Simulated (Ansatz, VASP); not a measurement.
# Two plane-wave programs on Mg

```
Mg
1.0
     5.07078    0.00000    0.00000
    -2.53539    4.39142    0.00000
     0.00000    0.00000    3.07279
Mg
3
Cartesian
  5.0708 0.0000 0.0000
  0.0000 2.9276 1.5364
  2.5354 1.4638 1.5364
```

Alike in both runs: task single point; functional LDA; k mesh 8 × 8 × 12; occupations fermi-dirac, width 0.1 eV; no spin polarisation.

|  | VASP | Ansatz |
| --- | --- | --- |
| version | VASP 6.6.1 | Ansatz 0.2.0 |
| potentials or method | VASP PAW LDA potentials, release 64 (Mg) | plane waves (420 eV) with PAW, scalar-relativistic |
| plane-wave cutoff (eV) | 520 | 420 |
| valence electrons in the cell | 6 | 30 |

Ansatz gave:

| Quantity | Value |
| --- | --- |
| pressure (GPa) | -1.4 |
| largest component of the traceless stress (GPa) | 0.06 |

Problem. What did VASP give for the same quantities?

Solution. Pressure (GPa): -1.7; largest component of the traceless stress (GPa): 0.06.

The two sets of potentials don't hold the same shells in valence. Ansatz warned: «pseudo_functional_mismatch».
